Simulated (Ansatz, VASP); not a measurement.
Two plane-wave programs on Tl

File POSCAR:

```
Tl
1.0
    4.5390587922      0.0000000000      0.0000000000
   -2.2695293962      3.9309402234      0.0000000000
    0.0000000000      0.0000000000      5.1497141442
Tl
3
Direct
    0.2254000000      0.0000000000      0.3333333333
    0.0000000000      0.2254000000      0.6666666667
    0.7746000000      0.7746000000      0.0000000000
```

INCAR.step1

```
SYSTEM = Tl
ALGO = Normal
EDIFF = 1E-4
ENCUT = 520
GGA = PE
ISMEAR = 0
LASPH = .TRUE.
LCHARG = .FALSE.
LREAL = .FALSE.
LWAVE = .TRUE.
NBANDS = 26
NELM = 100
PREC = Accurate
SIGMA = 0.1
```

INCAR.step2

```
SYSTEM = Tl
ALGO = Normal
EDIFF = 1E-7
ENCUT = 520
ISIF = 2
ISMEAR = 0
ISTART = 1
LASPH = .TRUE.
LCHARG = .FALSE.
LMIXTAU = .TRUE.
LREAL = .FALSE.
LWAVE = .FALSE.
METAGGA = R2SCAN
NBANDS = 26
NELM = 100
PREC = Accurate
SIGMA = 0.1
```

KPOINTS

```
k-points
0
G
  6 6 4
  0 0 0
```

Input for Ansatz:

```yaml
crystal:
  lattice:
    - [4.5390587922, 0.0, 0.0]
    - [-2.2695293962, 3.9309402234, 0.0]
    - [0.0, 0.0, 5.1497141442]
  atoms:
    - { symbol: Tl, position: [0.2254, 0.0, 0.3333333333] }
    - { symbol: Tl, position: [0.0, 0.2254, 0.6666666667] }
    - { symbol: Tl, position: [0.7746, 0.7746, 0.0] }
basis:
  ecutwfc: 500
kpoints:
  mp_grid: { grid: [6, 6, 4] }
hamiltonian:
  xc: r2scan
scf:
  occupations: { method: gaussian, width: 0.1 }
  lower_state_search: "off"
output:
  forces: true
  stress: true
  eigenvalues: true
```

Alike in both runs: task single point; functional r2SCAN; k mesh 6 × 6 × 4; occupations gaussian, width 0.1 eV; no spin polarisation.

|  | VASP | Ansatz |
| --- | --- | --- |
| version | VASP 6.6.1 | Ansatz 0.2.0 |
| potentials or method | VASP PAW PBE potentials, release 64 (Tl_d) | scalar-relativistic, plane waves, PAW |
| plane-wave cutoff (eV) | 520 | 500 |
| valence electrons in the cell | 39 | 39 |

VASP gave:

- gap on the k mesh at the Fermi level (eV): none
- pressure (GPa): 17.7
- largest component of the traceless stress (GPa): 12.49
- rms of the force components (eV/Å): 3.425

Q: Which values does Ansatz return?

A: gap on the k mesh at the Fermi level (eV): none; pressure (GPa): 17.5; largest component of the traceless stress (GPa): 12.35; rms of the force components (eV/Å): 3.384.

Atom by atom the forces differ by 0.041 eV/Å (rms over components). A gap of «none» marks a metal or a gap that the smearing closes. With one functional, cell and mesh, what is left measures potentials, basis and numerics.

Caveats: so large a pressure means that the cell lies far from this level's equilibrium, or that cutoff or potentials fall short (VASP); the potentials were made for another functional, which shifts forces and pressure (VASP). The runs have no spin-orbit coupling, so splittings on Tl are missing.
